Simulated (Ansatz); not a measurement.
GaAs (started from an entry of an open crystallographic database), relaxed with r2SCAN in Ansatz. It is cubic, F-43m (No. 216); a = 5.666 Å in the conventional setting, 22.74 Å³ an atom. Ga is surrounded by 4 As at 2.45 Å; As is surrounded by 4 Ga at 2.45 Å.

The axes x, y and z are those of this cell:
```yaml
crystal:
  lattice:
    - [0.00000, 2.83308, 2.83308]
    - [2.83308, 0.00000, 2.83308]
    - [2.83308, 2.83308, 0.00000]
  atoms:
    - { symbol: Ga, position: [0.00000, 0.00000, 0.00000] }
    - { symbol: As, position: [0.25000, 0.25000, 0.25000] }
```

Unstrained: The PBE gap is direct at Γ: 0.466 eV. r2SCAN gives a direct gap of 0.962 eV at Γ. The HSE06 gap is direct at Γ: 1.364 eV. Meshes: PBE 8×8×8, r2SCAN 8×8×8, HSE06 6×6×6. Strains are changes of length per length. After each strain the atoms were relaxed again with r2SCAN within the symmetry that the strain leaves, so tilts or polar shifts that break it weren't tested; points keep the names that they have in the unstrained zone. (Simulation; spin polarisation is off.)

**Question.** Apply isotropic -2.9 % on every length. How far does the gap move, against the unstrained cell?

**Answer.** PBE: the gap goes from 0.466 to 1.145 eV (+0.679 eV). r2SCAN: the gap goes from 0.962 to 1.604 eV (+0.642 eV); it turns from direct (Γ) to indirect (Γ → X). HSE06: the gap goes from 1.364 to 1.896 eV (+0.532 eV); it turns from direct (Γ) to indirect (Γ → X). The r2SCAN energy rises by 43.4 meV an atom.

**Question.** Estimate what epitaxial +1.91 % in the xy plane, free normal strain -1.64 % does to the gap.

**Answer.** PBE: the gap goes from 0.466 to 0.174 eV (-0.292 eV); with r2SCAN the top three valence levels at Γ, degenerate before, become 1+2 from the top over 196 meV. r2SCAN: the gap goes from 0.962 to 0.652 eV (-0.310 eV). HSE06: the gap goes from 1.364 to 1.041 eV (-0.323 eV). The r2SCAN energy rises by 6.2 meV an atom.

The runs are scalar-relativistic, without spin-orbit coupling.

The meshes of the hybrids are coarse, so their gaps aren't converged to the digits shown.

The splittings at Γ are without spin-orbit coupling, which regroups them where it is of like size or larger.
